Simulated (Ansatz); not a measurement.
# What a change of settings does to a run on Cd

The cell is COD entry 9008490, as deposited and not checked against the literature; nothing was relaxed. The listed cell was then made from it by scaling, straining or moving an atom.

First run: DFT, PBE, all-electron LAPW, scalar-relativistic (Ansatz 0.2.0).

Command: `ansatz run input.yaml --threads 1 --pin off --max-ram 2048MiB --backend cpu --events-out ev --progress --plain --runs-dir out` The run took 3 min on 1 thread of Arm Neoverse V1, on a shared host, peak memory 1.8 GiB.

```yaml
crystal:
  lattice:
    - [2.9788725081, 0.0, 0.0]
    - [-1.489436254, 2.5797792666, 0.0]
    - [0.0, 0.0, 5.61765]
  atoms:
    - { symbol: Cd, position: [0.3944761432, 0.7114263101, 0.2705548583] }
    - { symbol: Cd, position: [0.6666666667, 0.3333333333, 0.75] }
kpoints:
  mp_grid: { grid: [16, 16, 7] }
scf:
  occupations: { method: fermi_dirac, width: 0.05 }
hamiltonian:
  xc: pbe
  pseudopotentials: { kind: all_electron, lapw: { basis_error: 0.001 } }
output:
  forces: true
  stress: true
  eigenvalues: true
```

Result: converged; pressure 3.19 GPa; largest force 0.251 eV/Å; no gap on the k mesh; 9 SCF iterations.

The input is then changed:

```diff
@@ -11,6 +11,7 @@
 scf:
   occupations: { method: fermi_dirac, width: 0.05 }
+  lower_state_search: light
 hamiltonian:
-  xc: pbe
+  xc: revpbe
   pseudopotentials: { kind: all_electron, lapw: { basis_error: 0.001 } }
 output:
```

Q: What does the second run give?

A: It converged; pressure 5.14 GPa; largest force 0.271 eV/Å; no gap on the k mesh; 9 SCF iterations.
